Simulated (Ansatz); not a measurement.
# PtS2: the cost of one run

Computed with Ansatz 0.2.0 (DFT PBE, scalar-relativistic, plane waves, PAW, unless a step's input says otherwise).

**1. The structure to begin with**

The structure is trigonal, space group P-3m1 (No. 164). Conventional cell: a = 3.543 Å, b = 3.543 Å, c = 5.039 Å, α = 90.00°, β = 90.00°, γ = 120.00°. Pt (site symmetry -3m) has 6 S at 2.34 Å as nearest neighbours. S (site symmetry 3m) is surrounded by 3 Pt at 2.34 Å.

Coordinates:

```cif
data_structure
_symmetry_space_group_name_H-M 'P-3m1'
_symmetry_Int_Tables_number 164
_cell_length_a 3.5432
_cell_length_b 3.5432
_cell_length_c 5.0388
_cell_angle_alpha 90.000
_cell_angle_beta 90.000
_cell_angle_gamma 120.000
_cell_volume 54.78
loop_
_atom_site_label
_atom_site_type_symbol
_atom_site_symmetry_multiplicity
_atom_site_Wyckoff_symbol
_atom_site_fract_x
_atom_site_fract_y
_atom_site_fract_z
_atom_site_occupancy
Pt1 Pt 1 a 0.00000 0.00000 0.00000 1
S1 S 2 d 0.33333 0.66667 0.22700 1
```

The structure comes from the Crystallography Open Database.

**2. Self-consistent density**

input.yaml reads:

```yaml
crystal:
  lattice:
    - [3.5432, 0.0, 0.0]
    - [-1.7716, 3.0685012107, 0.0]
    - [0.0, 0.0, 5.0388]
  atoms:
    - { symbol: Pt, position: [0.0, 0.0, 0.0] }
    - { symbol: S, position: [0.3333333333, 0.6666666667, 0.227] }
    - { symbol: S, position: [0.6666666667, 0.3333333333, 0.773] }
basis:
  ecutwfc: 420
  fft_grid_basis: typed
kpoints:
  mp_grid: { grid: [9, 9, 6] }
hamiltonian:
  xc: pbe
scf:
  occupations: { method: gaussian, width: 0.05 }
output:
  forces: true
  stress: true
  eigenvalues: true
  bader: true
  write_density: true
  volumetric_format: npy
  elf: true
```

Command:

```bash
$ ansatz run input.yaml --threads 1 --pin off --max-ram 2560MiB --backend cpu --events-out ev --progress --plain --runs-dir out
```

**Question.** How long does this run take on 1 thread of AMD EPYC 9R45 (Zen 5), shared host, and how much memory does it need?

About 22 s, with a peak of 0.4 GiB.
